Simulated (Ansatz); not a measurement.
A nudged elastic band was laid between two geometries of a periodic cell of 17 atoms, Si$_{6}$O$_{11}$ (host SiO2, host structure C2/c, one O atom removed).

Theory: DFT PBEsol, scalar-relativistic, plane waves, PAW in Ansatz. Settings: PAW set soft_1, cutoff 420 eV, k mesh 2x2x2, fermi-dirac smearing 0.05 eV, no spin polarisation.

```yaml
movable_images: 7
climbing_image: yes
spring: 2.0 to 10.0 eV/Å², energy-weighted
optimiser: quadratic models (default)
start_path: IDPP
force_threshold: 0.05 eV/Å
iteration_limit: 43
end_points: relaxed
```

First end point:

```xyz
17
Lattice="6.9040 -2.4346 0.0000 6.9040 2.4346 0.0000 -5.5056 0.0000 6.7842" Properties=species:S:1:pos:R:3
Si 2.764 2.386 5.098
Si 5.522 -2.590 1.878
Si 8.349 -1.264 1.144
Si 2.720 -1.239 2.363
Si -0.067 1.303 5.662
Si 5.568 1.331 4.181
O 2.492 0.335 2.060
O 8.632 0.318 1.406
O 6.037 -0.184 4.590
O -0.464 -0.200 5.225
O 3.152 -1.562 6.371
O 2.310 -1.489 3.904
O 5.136 1.495 0.478
O 6.835 -1.658 1.574
O 4.286 -1.548 2.125
O 1.533 1.424 5.476
O 3.999 1.460 4.619
```

Last end point:

```xyz
17
Lattice="6.9040 -2.4346 0.0000 6.9040 2.4346 0.0000 -5.5056 0.0000 6.7842" Properties=species:S:1:pos:R:3
Si 2.785 2.393 5.080
Si 5.534 -2.587 1.516
Si 8.336 -1.235 1.031
Si 2.708 -1.260 2.249
Si -0.019 1.336 5.996
Si 5.614 1.308 4.517
O 2.426 0.322 1.986
O 8.564 0.339 1.333
O 6.007 -0.196 4.955
O -0.488 -0.179 5.587
O 3.239 -1.482 6.274
O 2.399 -1.556 3.806
O 5.916 1.497 2.916
O 6.770 -1.546 1.272
O 4.220 -1.654 1.817
O 1.548 1.467 5.557
O 4.015 1.430 4.706
```

Which bonds break or form, and what moves?

Contacts lost: Si2–Si6, Si5–O13. Contacts made: Si2–Si5, Si6–O13. The atom that moves furthest is O13, by 2.56 Å.

Give the energies along the band, and the barrier.

The forces met the threshold. The highest image is number 4 of 0 to 8, 4.72 eV above the ends, which have the same energy within 2 meV. Neighbouring images differ by up to 1.9 eV, so the band resolves the path poorly. By the program's own check the climbing image is of a kind that is not told: the force calls were inconclusive, a negative curvature could not be distinguished from the path's own, the only one lies far off the path, or fixed occupations may fill a level only in part (lowest curvatures found: -28.86 and -0.07 eV/Å²). Limits of this set-up: coarse k mesh, PAW files made for another functional.

```json
{"image": "0", "path coordinate (Å)": "0.00", "energy (eV)": "0.00", "Si2–Si6 (Å)": "2.49", "Si5–O13 (Å)": "1.64", "Si2–Si5 (Å)": "3.16"}
{"image": "1", "path coordinate (Å)": "0.87", "energy (eV)": "0.70", "Si2–Si6 (Å)": "2.53", "Si5–O13 (Å)": "1.76", "Si2–Si5 (Å)": "3.05"}
{"image": "2", "path coordinate (Å)": "1.31", "energy (eV)": "2.56", "Si2–Si6 (Å)": "2.51", "Si5–O13 (Å)": "2.23", "Si2–Si5 (Å)": "3.13"}
{"image": "3", "path coordinate (Å)": "1.64", "energy (eV)": "3.94", "Si2–Si6 (Å)": "2.59", "Si5–O13 (Å)": "2.58", "Si2–Si5 (Å)": "3.11"}
{"image": "4", "path coordinate (Å)": "1.91", "energy (eV)": "4.72", "Si2–Si6 (Å)": "2.77", "Si5–O13 (Å)": "2.78", "Si2–Si5 (Å)": "2.94"}
{"image": "5", "path coordinate (Å)": "2.16", "energy (eV)": "3.93", "Si2–Si6 (Å)": "2.94", "Si5–O13 (Å)": "2.92", "Si2–Si5 (Å)": "2.75"}
{"image": "6", "path coordinate (Å)": "2.45", "energy (eV)": "2.36", "Si2–Si6 (Å)": "3.03", "Si5–O13 (Å)": "3.13", "Si2–Si5 (Å)": "2.61"}
{"image": "7", "path coordinate (Å)": "2.86", "energy (eV)": "0.58", "Si2–Si6 (Å)": "3.04", "Si5–O13 (Å)": "3.48", "Si2–Si5 (Å)": "2.56"}
{"image": "8", "path coordinate (Å)": "3.68", "energy (eV)": "0.00", "Si2–Si6 (Å)": "3.16", "Si5–O13 (Å)": "3.73", "Si2–Si5 (Å)": "2.49"}
```

What is the geometry of the highest image?


```xyz
17
Lattice="6.9040 -2.4346 0.0000 6.9040 2.4346 0.0000 -5.5056 0.0000 6.7842" Properties=species:S:1:pos:R:3:forces:R:3
Si 2.777 2.339 5.083 0.01 -0.01 0.00
Si 5.541 -2.386 1.773 0.00 0.01 0.00
Si 8.366 -1.212 1.051 0.00 0.00 0.01
Si 2.676 -1.211 2.327 0.00 0.00 -0.01
Si -0.062 1.387 5.834 0.00 0.00 0.00
Si 5.613 1.391 4.315 0.00 0.00 0.00
O 2.351 0.356 2.096 0.00 0.00 -0.01
O 8.679 0.356 1.293 0.00 0.00 0.01
O 6.129 -0.125 4.654 0.00 0.00 0.00
O -0.566 -0.131 5.489 0.00 0.00 0.00
O 3.243 -1.576 6.310 0.00 0.01 0.00
O 2.314 -1.573 3.857 -0.01 0.01 0.00
O 5.541 0.931 1.789 0.00 0.00 -0.01
O 6.793 -1.494 1.337 0.01 0.00 -0.01
O 4.241 -1.488 2.007 0.00 0.00 0.02
O 1.552 1.397 5.559 0.00 -0.01 0.00
O 4.001 1.396 4.601 0.00 0.00 0.00
```

The run took 16 min on 1 thread of Arm Neoverse V1 (shared host), peak memory 0.88 GiB.
